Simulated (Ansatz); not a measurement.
InN (zinc blende)

```yaml
crystal:
  lattice:
    - [0.00000, 4.99990, 4.99990]
    - [2.49995, 0.00000, 2.49995]
    - [2.49995, 2.49995, 0.00000]
  atoms:
    - { symbol: N, position: [0.37500, 0.75000, 0.75000] }
    - { symbol: N, position: [0.87500, 0.75000, 0.75000] }
    - { symbol: In, position: [0.00000, 0.00000, 0.00000] }
    - { symbol: In, position: [0.50000, 0.00000, 0.00000] }
```

A phonon eigenvector at L = (0.5, 0.0, 0.0) is frozen into this cell: atom i moves by Q times the vector below, so Q is the largest atomic displacement, in Å. The cell is held. (q is in reciprocal vectors of the primitive cell; the cell shown is doubled to hold the pattern.)

| atom | x | y | z |
|---|---|---|---|
| N1 | 0.577 | -0.577 | -0.577 |
| N2 | -0.577 | 0.577 | 0.577 |
| In3 | -0.016 | 0.016 | 0.016 |
| In4 | 0.016 | -0.016 | -0.016 |

The numbers are results of r2SCAN (plane waves to 500 eV, PAW, scalar-relativistic; Ansatz, a program for electronic structure), not measurements. k mesh 11×11×11 (Γ-centred), Fermi-Dirac smearing 0.05 eV. E stands for the smeared free energy. Stress and pressure are positive under compression. With partly filled bands, energies and forces of such displacements shift with the k mesh and the smearing. At this level the bands of InN touch or barely overlap; measurements give the solid a gap. InN was relaxed with its symmetry unable to fall. The PAW data are Ansatz's earlier set. ΔE is measured from the undisplaced structure.

| Q (Å) | P (GPa) | ΔE (meV/cell) |
|---|---|---|
| -0.280 | 7.6 | [?] |
| -0.233 | 5.2 | 990 |
| -0.187 | 3.3 | [?] |
| -0.140 | 1.8 | 347 |
| -0.093 | 0.8 | [?] |
| -0.047 | 0.2 | 38 |
| 0.000 | 0.0 | 0 |
| 0.047 | 0.2 | 38 |
| 0.093 | 0.8 | [?] |
| 0.140 | 1.8 | 347 |
| 0.187 | 3.3 | [?] |
| 0.233 | 5.2 | 990 |
| 0.280 | 7.6 | [?] |

Problem. Fill in the missing entries.

Solution. 
- -0.280, ΔE (meV/cell): 1454
- -0.187, ΔE (meV/cell): 624
- -0.093, ΔE (meV/cell): 153
- 0.093, ΔE (meV/cell): 153
- 0.187, ΔE (meV/cell): 624
- 0.280, ΔE (meV/cell): 1454

(For displaced atoms, the force is minus the slope of the energy, and its curvature is a force constant, which sets phonon frequencies.)
